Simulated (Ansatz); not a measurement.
# BaF2: further runs on the relaxed cell

The task here is to estimate one member of a computed series from the others.

Program: Ansatz 0.2.0. Level of theory: DFT PBE, scalar-relativistic, plane waves, PAW. These are calculated values, not measurements.

1 further run of the same task is left out (set aside as unsound or not needed).

### The structure to begin with

It takes space group Fm-3m (No. 225, cubic). Conventional cell: a = 6.246 Å, b = 6.246 Å, c = 6.246 Å, α = 90.00°, β = 90.00°, γ = 90.00°. Around Ba (site symmetry m-3m) lie 8 F at 2.70 Å. Around F (site symmetry -43m) lie 4 Ba at 2.70 Å.

Coordinates:

```cif
data_structure
_symmetry_space_group_name_H-M 'P 1'
_symmetry_Int_Tables_number 1
_cell_length_a 4.4166
_cell_length_b 4.4166
_cell_length_c 4.4166
_cell_angle_alpha 60.000
_cell_angle_beta 60.000
_cell_angle_gamma 60.000
_cell_volume 60.92
loop_
_atom_site_label
_atom_site_type_symbol
_atom_site_fract_x
_atom_site_fract_y
_atom_site_fract_z
_atom_site_occupancy
Ba1 Ba 0.00000 0.00000 0.00000 1
F1 F 0.25000 0.25000 0.25000 1
F2 F 0.75000 0.75000 0.75000 1
```

This cell was relaxed beforehand with the same method: volume 20.31 Å³/atom, gap on the mesh 6.75 eV.

Set-up of the first run:

Input file input.yaml:

```yaml
crystal:
  lattice:
    - [0.0, 3.1230009548, 3.1230009548]
    - [3.1230009548, 0.0, 3.1230009548]
    - [3.1230009548, 3.1230009548, 0.0]
  atoms:
    - { symbol: Ba, position: [0.0, 0.0, 0.0] }
    - { symbol: F, position: [0.25, 0.25, 0.25] }
    - { symbol: F, position: [0.75, 0.75, 0.75] }
basis:
  ecutwfc: 420
kpoints:
  mp_grid: { grid: [6, 6, 6] }
  band_path:
    path:
      - [[0.0, 0.0, 0.0], [0.5, 0.0, 0.5], [0.625, 0.25, 0.625]]
      - [[0.375, 0.375, 0.75], [0.0, 0.0, 0.0], [0.5, 0.5, 0.5], [0.5, 0.25, 0.75], [0.5, 0.0, 0.5]]
    npoints: 14
hamiltonian:
  xc: pbe
scf:
  occupations: { method: gaussian, width: 0.02 }
  n_extra_bands: 7
output:
  forces: true
  stress: true
  eigenvalues: true
  populations: true
  dos: { projected: true, de: 0.02, nscf_kmesh: { grid: [9, 9, 9] } }
  bader: true
  write_density: true
  write_potential: true
  elf: true
  volumetric_format: npy
```

Launch:

```bash
ansatz run input.yaml --threads 1 --pin off --max-ram 2560MiB --backend cpu --events-out ev --progress --plain --runs-dir out
```

Steps of the session up to this table: Static run: bands, density of states and charges; Band edges anywhere in the zone; Eigenvalues a small step from each edge; Volume × 0.97; Point at V/V0 = 1.03; Volume × 0.94; Volume × 1.06.

One of the session's tables, all rows but one given; the rest of the session is left out.

It belongs to the step «Equation of state». 

```
volume (Å³/atom)  energy above the lowest point (meV/atom)  pressure (GPa)  gap on the mesh (eV)
          19.088                                      14.0            3.88                  7.04
          19.697                                         ?               ?                     ?
          20.306                                       0.0            0.01                  6.75
          20.915                                       2.8           -1.48                  6.61
          21.524                                      10.9           -2.73                  6.48
```

**Question.** Estimate the row for volume (Å³/atom) = 19.697.

Worked estimate for «energy above the lowest point (meV/atom)». A straight line through the neighbours (19.088, 14.0) and (20.306, 0.0) gives 14.0 + (0.0 − 14.0) × (19.697 − 19.088) / (20.306 − 19.088) = 7.0; a parabola fitted to 3 rows on both sides gives 3.7.

The run gave: energy above the lowest point (meV/atom): 3.4; pressure (GPa): 1.78; gap on the mesh (eV): 6.89. In «energy above the lowest point (meV/atom)» the line misses by +3.6 and the parabola by +0.3.
